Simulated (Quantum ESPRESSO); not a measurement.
# AlN (P6_3mc) in Quantum ESPRESSO: a series of runs

One crystal, AlN, is run at these levels: PBE; tasks: phonons.

All numbers are computed with Quantum ESPRESSO 7.5; they aren't measurements. Logs are shortened: lines on timing, memory, paths and dates and some standing lists are left out, and cuts for length are marked.

## (1) Starting point

The structure is hexagonal, space group P6_3mc (No. 186). The conventional cell has a = 3.113 Å, b = 3.113 Å, c = 4.981 Å, α = 90.00°, β = 90.00°, γ = 120.00°. Al (site symmetry 3m) is surrounded by 4 N at 1.89 Å. Around N (site symmetry 3m) lie 4 Al at 1.89 Å.

## (2) Phonons, PBE

File pw.in:

```
&CONTROL
  calculation = 'scf'
  prefix = 'pwscf'
  outdir = './tmp'
  pseudo_dir = './pseudo'
  tprnfor = .true.
  tstress = .true.
  disk_io = 'low'
/
&SYSTEM
  ibrav = 0
  celldm(1) = 8
  nat = 4
  ntyp = 2
  ecutwfc = 45
  ecutrho = 360
  nbnd = 14
  occupations = 'smearing'
  smearing = 'fd'
  degauss = 0.00367493
/
&ELECTRONS
  conv_thr = 8d-10
  electron_maxstep = 120
  mixing_beta = 0.5
/
ATOMIC_SPECIES
Al    26.9815 al_pbe_v1.uspp.F.UPF
N     14.0070 n_pbe_v1.2.uspp.F.UPF
CELL_PARAMETERS alat
  0.7353396782450   0.0000000000000   0.0000000000000
 -0.3676698391225   0.6368228417753   0.0000000000000
  0.0000000000000   0.0000000000000   1.1765907283451
ATOMIC_POSITIONS crystal
Al     0.6666666667    0.3333333333    0.5000000000
Al     0.3333333333    0.6666666667    0.0000000000
N      0.6666666667    0.3333333333    0.8800000000
N      0.3333333333    0.6666666667    0.3800000000
K_POINTS automatic
4 4 2 0 0 1
```

File relax.in:

```
&CONTROL
  calculation = 'relax'
  prefix = 'pwscf'
  outdir = './tmp'
  pseudo_dir = './pseudo'
  tprnfor = .true.
  tstress = .true.
  disk_io = 'low'
  nstep = 40
  forc_conv_thr = 0.0001
  etot_conv_thr = 1d-06
/
&SYSTEM
  ibrav = 0
  celldm(1) = 8
  nat = 4
  ntyp = 2
  ecutwfc = 45
  ecutrho = 360
  nbnd = 14
  occupations = 'smearing'
  smearing = 'fd'
  degauss = 0.00367493
/
&ELECTRONS
  conv_thr = 8d-10
  electron_maxstep = 120
  mixing_beta = 0.5
/
&IONS
  ion_dynamics = 'bfgs'
/
ATOMIC_SPECIES
Al    26.9815 al_pbe_v1.uspp.F.UPF
N     14.0070 n_pbe_v1.2.uspp.F.UPF
CELL_PARAMETERS alat
  0.7353396782476  -0.0000000000000   0.0000000000000
 -0.3676698391238   0.6368228417731   0.0000000000000
  0.0000000000000   0.0000000000000   1.1765907283451
ATOMIC_POSITIONS crystal
Al     0.6666666666    0.3333333332    0.5000000000
Al     0.3333333332    0.6666666666    0.0000000000
N      0.6666666666    0.3333333332    0.8800000000
N      0.3333333332    0.6666666666    0.3800000000
K_POINTS automatic
4 4 2 0 0 1
```

File scf2.in:

```
&CONTROL
  calculation = 'scf'
  prefix = 'pwscf'
  outdir = './tmp'
  pseudo_dir = './pseudo'
  tprnfor = .true.
  tstress = .true.
  disk_io = 'low'
/
&SYSTEM
  ibrav = 0
  celldm(1) = 8
  nat = 4
  ntyp = 2
  ecutwfc = 45
  ecutrho = 360
  nbnd = 14
  occupations = 'fixed'
/
&ELECTRONS
  conv_thr = 1d-13
  electron_maxstep = 120
  mixing_beta = 0.5
  startingpot = 'file'
  startingwfc = 'file'
/
ATOMIC_SPECIES
Al    26.9815 al_pbe_v1.uspp.F.UPF
N     14.0070 n_pbe_v1.2.uspp.F.UPF
CELL_PARAMETERS alat
  0.7353396782476  -0.0000000000000   0.0000000000000
 -0.3676698391238   0.6368228417731   0.0000000000000
  0.0000000000000   0.0000000000000   1.1765907283451
ATOMIC_POSITIONS crystal
Al     0.6666666665    0.3333333331    0.4988958394
Al     0.3333333331    0.6666666665   -0.0011041606
N      0.6666666665    0.3333333331    0.8811041606
N      0.3333333331    0.6666666665    0.3811041606
K_POINTS automatic
4 4 2 0 0 1
```

File ph.in:

```
phonons of AlN
&INPUTPH
  prefix = 'pwscf'
  outdir = './tmp'
  tr2_ph = 1d-18
  fildyn = 'dyn'
  niter_ph = 90
  alpha_mix(1) = 0.7
  epsil = .true.
/
0.0000000000 0.0000000000 0.0000000000
```

File dynmat.in:

```
&INPUT
  fildyn = 'dyn'
  asr = 'crystal'
  lperm = .true.
  filout = 'dynmat.disp'
  fileig = 'dynmat.eig'
/
```

File dynmat_lo.in:

```
&INPUT
  fildyn = 'dyn'
  asr = 'crystal'
  filout = 'dynmat_lo.disp'
  fileig = 'dynmat_lo.eig'
  q(1) = 0
  q(2) = 0
  q(3) = 1
/
```

Potentials or basis: GBRV 1.5 PBE.

Started as:

```console
$ OMP_NUM_THREADS=1 pw.x -in pw.in > pw.out
$ OMP_NUM_THREADS=1 pw.x -in relax.in > relax.out
$ OMP_NUM_THREADS=1 pw.x -in scf2.in > scf2.out
$ OMP_NUM_THREADS=1 ph.x -in ph.in > ph.out
$ OMP_NUM_THREADS=1 dynmat.x -in dynmat.in > dynmat.out
$ OMP_NUM_THREADS=1 dynmat.x -in dynmat_lo.in > dynmat_lo.out
```

pw.out:

```text
This program is part of the open-source Quantum ESPRESSO suite
     for quantum simulation of materials; please cite
[... 9 lines left out ...]
     --------------------
     sticks:   dense  smooth     PW     G-vecs:    dense   smooth      PW
     Sum         847     433    121                32547    11561    1859

     Using Slab Decomposition

     bravais-lattice index     =            0
     lattice parameter (alat)  =       8.0000  a.u.
     unit-cell volume          =     282.0993 (a.u.)^3
     number of atoms/cell      =            4
     number of atomic types    =            2
     number of electrons       =        16.00
     number of Kohn-Sham states=           14
     kinetic-energy cutoff     =      45.0000  Ry
     charge density cutoff     =     360.0000  Ry
     scf convergence threshold =      8.0E-10
     mixing beta               =       0.5000
     number of iterations used =            8  plain     mixing
     Exchange-correlation= SLA  PW   PBE  PBE
                           (   1   4   3   4   0   0   0)

     celldm(1)=   8.000000  celldm(2)=   0.000000  celldm(3)=   0.000000
     celldm(4)=   0.000000  celldm(5)=   0.000000  celldm(6)=   0.000000

     crystal axes: (cart. coord. in units of alat)
               a(1) = (   0.735340   0.000000   0.000000 )
               a(2) = (  -0.367670   0.636823   0.000000 )
               a(3) = (   0.000000   0.000000   1.176591 )

     reciprocal axes: (cart. coord. in units 2 pi/alat)
               b(1) = (  1.359916  0.785148 -0.000000 )
               b(2) = (  0.000000  1.570295  0.000000 )
               b(3) = (  0.000000 -0.000000  0.849913 )

     PseudoPot. # 1 for Al read from file:
     al_pbe_v1.uspp.F.UPF
     Pseudo is Ultrasoft + core correction, Zval =  3.0
     Generated by new atomic code, or converted to UPF format
     Using radial grid of  893 points,  3 beta functions with:
                l(1) =   0
                l(2) =   1
                l(3) =   2
     Q(r) pseudized with  8 coefficients,  rinner =    0.900   0.900   0.900
                                                       0.900   0.900

     PseudoPot. # 2 for N  read from file:
     n_pbe_v1.2.uspp.F.UPF
     Pseudo is Ultrasoft + core correction, Zval =  5.0
     Generated by new atomic code, or converted to UPF format
     Using radial grid of  729 points,  4 beta functions with:
                l(1) =   0
                l(2) =   0
                l(3) =   1
                l(4) =   1
     Q(r) pseudized with  8 coefficients,  rinner =    0.900   0.900   0.900

     atomic species   valence    mass     pseudopotential
     Al                3.00    26.98150     Al( 1.00)
     N                 5.00    14.00700     N ( 1.00)

     12 Sym. Ops. (no inversion) found ( 6 have fractional translation)

   Cartesian axes

     site n.     atom                  positions (alat units)
         1        Al     tau(   1) = (   0.3676698   0.2122743   0.5882954  )
         2        Al     tau(   2) = (  -0.0000000   0.4245486   0.0000000  )
         3        N      tau(   3) = (   0.3676698   0.2122743   1.0353998  )
         4        N      tau(   4) = (  -0.0000000   0.4245486   0.4471045  )

     number of k points=     4  Fermi-Dirac smearing, width (Ry)=  0.0037
                       cart. coord. in units 2pi/alat
        k(    1) = (   0.0000000   0.0000000   0.2124783), wk =   0.1250000
        k(    2) = (   0.0000000   0.3925739   0.2124783), wk =   0.7500000
        k(    3) = (   0.0000000  -0.7851477   0.2124783), wk =   0.3750000
        k(    4) = (   0.3399789   0.5888608   0.2124783), wk =   0.7500000

     Dense  grid:    32547 G-vectors     FFT dimensions: (  36,  36,  60)

     Smooth grid:    11561 G-vectors     FFT dimensions: (  25,  25,  48)

     Initial potential from superposition of free atoms

     starting charge      15.9951, renormalised to      16.0000
     Starting wfcs are   16 randomized atomic wfcs

     Self-consistent Calculation

     iteration #  1     ecut=    45.00 Ry     beta= 0.50
     Davidson diagonalization with overlap
     ethr =  1.00E-02,  avg # of iterations =  3.2

     total energy              =     -53.73840735 Ry
     estimated scf accuracy    <       1.21001843 Ry

     iteration #  2     ecut=    45.00 Ry     beta= 0.50
     Davidson diagonalization with overlap
     ethr =  7.56E-03,  avg # of iterations =  2.0

     total energy              =     -54.07640306 Ry
     estimated scf accuracy    <       0.14820349 Ry

     iteration #  3     ecut=    45.00 Ry     beta= 0.50
     Davidson diagonalization with overlap
     ethr =  9.26E-04,  avg # of iterations =  2.5

     total energy              =     -54.09745752 Ry
     estimated scf accuracy    <       0.00884277 Ry

     iteration #  4     ecut=    45.00 Ry     beta= 0.50
     Davidson diagonalization with overlap
     ethr =  5.53E-05,  avg # of iterations =  4.8

     total energy              =     -54.09813813 Ry
     estimated scf accuracy    <       0.00240196 Ry

     iteration #  5     ecut=    45.00 Ry     beta= 0.50
     Davidson diagonalization with overlap
     ethr =  1.50E-05,  avg # of iterations =  2.5

     total energy              =     -54.09838360 Ry
     estimated scf accuracy    <       0.00009698 Ry

     iteration #  6     ecut=    45.00 Ry     beta= 0.50
     Davidson diagonalization with overlap
     ethr =  6.06E-07,  avg # of iterations =  4.5

     total energy              =     -54.09840868 Ry
     estimated scf accuracy    <       0.00000105 Ry

     iteration #  7     ecut=    45.00 Ry     beta= 0.50
     Davidson diagonalization with overlap
     ethr =  6.55E-09,  avg # of iterations =  2.5

     total energy              =     -54.09840889 Ry
     estimated scf accuracy    <       0.00000220 Ry

     iteration #  8     ecut=    45.00 Ry     beta= 0.50
     Davidson diagonalization with overlap
     ethr =  6.55E-09,  avg # of iterations =  2.0

     total energy              =     -54.09840920 Ry
     estimated scf accuracy    <       0.00000004 Ry

     iteration #  9     ecut=    45.00 Ry     beta= 0.50
     Davidson diagonalization with overlap
     ethr =  2.48E-10,  avg # of iterations =  2.0

     total energy              =     -54.09840920 Ry
     estimated scf accuracy    <       0.00000001 Ry

     iteration # 10     ecut=    45.00 Ry     beta= 0.50
     Davidson diagonalization with overlap
     ethr =  7.49E-11,  avg # of iterations =  2.0

     total energy              =     -54.09840920 Ry
     estimated scf accuracy    <          1.3E-09 Ry

     iteration # 11     ecut=    45.00 Ry     beta= 0.50
     Davidson diagonalization with overlap
     ethr =  7.82E-12,  avg # of iterations =  2.0

     End of self-consistent calculation

          k = 0.0000 0.0000 0.2125 (  1460 PWs)   bands (ev):

    -7.8545  -6.3551   1.8983   5.9183   6.3676   6.3676   6.8428   6.8428
    12.2702  13.8462  17.3609  18.1731  18.1732  18.7547

          k = 0.0000 0.3926 0.2125 (  1437 PWs)   bands (ev):

    -7.1281  -5.8752   2.3307   3.8703   4.4648   5.7004   6.4833   6.5313
    13.1340  14.5003  15.6617  17.0904  18.2150  19.2333

          k = 0.0000-0.7851 0.2125 (  1434 PWs)   bands (ev):

    -5.9904  -5.4866   1.4052   2.2568   4.5327   5.1912   5.9061   6.1933
    12.1839  13.0001  16.4316  16.5269  18.6618  18.7077

          k = 0.3400 0.5889 0.2125 (  1441 PWs)   bands (ev):

    -6.0719  -5.4386   2.3141   2.4337   3.8890   4.6517   5.0765   6.2186
    13.2941  14.4160  15.7853  16.6900  18.3691  18.5010

     the Fermi energy is     9.2004 ev

!    total energy              =     -54.09840920 Ry
     estimated scf accuracy    <          1.1E-12 Ry
     smearing contrib. (-TS)   =       0.00000000 Ry
     internal energy E=F+TS    =     -54.09840920 Ry

     The total energy is F=E-TS. E is the sum of the following terms:
     one-electron contribution =      -2.21674172 Ry
     hartree contribution      =      11.41912055 Ry
     xc contribution           =     -19.81433975 Ry
     ewald contribution        =     -43.48644828 Ry

     convergence has been achieved in  11 iterations

     Forces acting on atoms (cartesian axes, Ry/au):

     atom    1 type  1   force =     0.00000000    0.00000000   -0.00557522
     atom    2 type  1   force =     0.00000000    0.00000000   -0.00557522
     atom    3 type  2   force =    -0.00000000   -0.00000000    0.00557522
     atom    4 type  2   force =     0.00000000    0.00000000    0.00557522

     Total force =     0.011150     Total SCF correction =     0.000001

     Computing stress (Cartesian axis) and pressure

          total   stress  (Ry/bohr**3)                   (kbar)     P=       42.55
   0.00026018  -0.00000000  -0.00000000           38.27       -0.00       -0.00
   0.00000000   0.00026018  -0.00000000            0.00       38.27       -0.00
  -0.00000000  -0.00000000   0.00034743           -0.00       -0.00       51.11

=------------------------------------------------------------------------------=
   JOB DONE.
=------------------------------------------------------------------------------=
```

Run time: 58 s. Hardware: 1 thread of Arm Neoverse V1, shared host; peak memory 0.08 GiB.

Results:

* Free energy: -736.0479 eV
* Pressure after relaxing: 4.2 GPa
* Electronic dielectric tensor (diagonal): 4.81, 4.81, 4.65
* Born charges (mean of the diagonal): Al +2.56; N -2.69 e
* Highest phonon frequency at Γ, LO-TO splitting left out: 720 cm⁻¹
* Static dielectric tensor (diagonal): 8.63, 8.63, 9.61

The path:
```
step  energy change (eV)  largest force (eV/Å)  pressure (GPa)
   1              0.0000                0.1433            4.26
   2             -0.0012                0.0654            4.23
   3             -0.0016                0.0019            4.21
   4             -0.0016                0.0000            4.21
```

Final structure:
```xyz
4
Lattice="3.1130 0.0000 0.0000 -1.5565 2.6959 0.0000 0.0000 0.0000 4.9810" Properties=species:S:1:pos:R:3 pbc="T T T"
Al    1.5565    0.8986    2.4850
Al    0.0000    1.7973   -0.0055
N     1.5565    0.8986    4.3888
N     0.0000    1.7973    1.8983
```

Levels at points of the mesh, in eV from the valence-band top:
| k point | band 4 | band 5 | band 6 | band 7 | band 8 | band 9 | band 10 | band 11 | band 12 | band 13 |
| --- | --- | --- | --- | --- | --- | --- | --- | --- | --- | --- |
| (0.00, 0.00, 0.25) | -0.88 | -0.48 | -0.48 | 0.00 | 0.00 | 5.45 | 7.03 | 10.55 | 11.34 | 11.34 |

Phonon frequencies in cm⁻¹ (negative: imaginary):
| q point | frequencies |
| --- | --- |
| (0.000, 0.000, 0.000) | 6 6 15 237 237 545 610 660 660 670 670 720 |

Electronic dielectric tensor:
```
4.81 0.00 0.00
0.00 4.81 0.00
0.00 0.00 4.65
```

Born effective charge tensors (e):
atom 1, Al
```
2.50 0.00 0.00
0.00 2.50 0.00
0.00 0.00 2.69
```
atom 2, Al
```
2.50 0.00 0.00
0.00 2.50 0.00
0.00 0.00 2.69
```
atom 3, N
```
-2.69  0.00  0.00
 0.00 -2.69  0.00
 0.00  0.00 -2.69
```
atom 4, N
```
-2.69  0.00  0.00
 0.00 -2.69  0.00
 0.00  0.00 -2.69
```

Optical modes at Γ, degenerate ones joined, polar ones without the macroscopic field:
| cm⁻¹ | components | symmetry | active in | IR intensity, summed ((D/Å)²/amu) |
| --- | --- | --- | --- | --- |
| 237 | 2 | E2 | Raman | 0.00 |
| 545 | 1 | B1 | silent | 0.00 |
| 610 | 1 | A1 | IR and Raman | 36.27 |
| 660 | 2 | E2 | Raman | 0.00 |
| 670 | 2 | E1 | IR and Raman | 67.27 |
| 720 | 1 | B1 | silent | 0.00 |

Zone-centre frequencies without and with the macroscopic field along z (cm⁻¹):
```
                      optical modes in rising order
       without  237 237 545 610 660 660 670 670 720
with the field  237 237 545 660 660 670 670 720 878
```

Static dielectric tensor, electrons and zone-centre modes:
```
8.63 0.00 0.00
0.00 8.63 0.00
0.00 0.00 9.61
```

Caveat: the k mesh is coarse (spacing up to 0.63 Å⁻¹), so the values aren't converged; the mesh is thin for the dielectric tensor, Born charges and intensities, which usually come out too large; the cell is more than 3 GPa from zero pressure, which shifts response properties; the Born charges break their sum rule by 0.25 e, a sign of too thin a mesh.

[end of part 1 of 2]
